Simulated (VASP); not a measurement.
Set up this calculation in VASP 6.6.1, as the native input.

- Task: relaxation of cell and atoms
- Functional: PBEsol
- Potentials or basis: VASP PAW PBE potentials, release 64 (Al, N)
- Cutoff: 600 eV
- k mesh: 8 × 8 × 5
- Occupations: gaussian, width 0.01 eV
- Spin: no spin polarisation
- Dipole correction: no
- Further INCAR settings: ALGO = Normal; EDIFF = 1e-06; IBRION = 2; EDIFFG = -0.005; NSW = 100; ISIF = 3

The structure of AlN lies in POSCAR:

```
AlN
1.0
    3.1100000000      0.0000000000      0.0000000000
   -1.5550000000      2.6933390058      0.0000000000
    0.0000000000      0.0000000000      4.9800000000
Al N
2 2
Direct
    0.3333333333      0.6666666667      0.0000000000
    0.6666666667      0.3333333333      0.5000000000
    0.3333333333      0.6666666667      0.3820000000
    0.6666666667      0.3333333333      0.8820000000
```

The cell was built by a generator and needn't be a form met in nature.

One way to write it, as run:

INCAR

```
ALGO = Normal ; EDIFF = 1E-6
EDIFFG = -0.005 ; ENCUT = 600
GGA = PS ; IBRION = 2
ISIF = 3 ; ISMEAR = 0
LASPH = T ; LCHARG = F
LREAL = F ; LWAVE = F
NELM = 60 ; NSW = 100
PREC = Accurate ; SIGMA = 0.01
```

KPOINTS

```
k-points
0
Gamma
  8 8 5
```

Potentials or basis: VASP PAW PBE potentials, release 64 (Al, N).

Command:

```bash
$ cat potpaw_PBE.64/Al/POTCAR potpaw_PBE.64/N/POTCAR > POTCAR
$ mpirun -np 1 vasp_std > vasp.out
```

Results of the run:

- Relaxed volume: 10.45 Å³/atom
- Relaxed cell: a = 3.113 Å, b = 3.113 Å, c = 4.982 Å, α = 90.00°, β = 90.00°, γ = 120.00°
- Space group after relaxing (to 0.05 Å): P6_3mc (No. 186)
- Energy gained by relaxing: 0.0 meV/atom
- Ionic steps: 3
- Pressure after relaxing: 0.0 GPa
- Largest force after relaxing: 0.003 eV/Å
- Band gap on the k mesh: 4.12 eV, direct

Caveat: the PAW data sets were made with another functional, which shifts forces and pressure a little.

It took 35 s on 1 thread of Intel(R) Xeon(R) Platinum 8175M CPU @ 2.50GHz (Skylake/Cascade Lake), with other jobs on the host, peak memory 0.17 GiB.
